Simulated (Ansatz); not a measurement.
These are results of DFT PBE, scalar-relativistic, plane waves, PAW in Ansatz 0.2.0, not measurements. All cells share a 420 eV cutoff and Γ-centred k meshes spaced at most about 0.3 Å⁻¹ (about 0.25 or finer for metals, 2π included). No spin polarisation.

These are static total energies at zero pressure.

Two forms of Mg5Te2 were relaxed alike.

A.

```
CELL_PARAMETERS angstrom
6.36307 0.00000 0.00000
0.00000 6.36307 0.00000
0.00000 0.00000 4.50266
ATOMIC_POSITIONS crystal
Mg 0.75852 0.75852 0.00000
Mg 0.24149 0.24149 0.00000
Mg 0.24149 0.75852 0.00000
Mg 0.75852 0.24149 0.00000
Mg 0.50000 0.50000 0.50000
Te 0.50000 0.00000 0.50000
Te 0.00000 0.50000 0.50000
```

B.

```
CELL_PARAMETERS angstrom
2.08546 1.20404 12.87520
-2.08546 1.20404 12.87520
0.00000 -2.40808 12.87520
ATOMIC_POSITIONS crystal
Mg 0.42257 0.42257 0.42257
Mg 0.00000 0.00000 0.00000
Mg 0.14204 0.14204 0.14204
Mg 0.85796 0.85796 0.85796
Mg 0.57743 0.57743 0.57743
Te 0.71215 0.71215 0.71215
Te 0.28785 0.28785 0.28785
```

Question: Which is lower in energy, and by how much?

Answer: B is lower, by 55 meV/atom. A has space group P4/mmm (No. 123), 26.0 Å³/atom and no gap on its mesh; B has space group R-3m (No. 166), 27.7 Å³/atom and no gap. Counting Mg atoms around Te (those within 1.25 times the shortest such distance or 1.15 times the sum of covalent radii), A has Te 10 and B has Te 6. The lower one is the more open, so pressure narrows the difference. Both come from invented guesses. The lowest form computed isn't among them: it has space group P-1 (No. 2), 27.6 Å³/atom and lies 52 meV/atom below the best shown.

Spin–orbit coupling, which can matter for Te, is left out. Cells relaxed within their symmetry can be saddle points. Some types were kept out of the candidates beforehand, so the set may lack a known form.
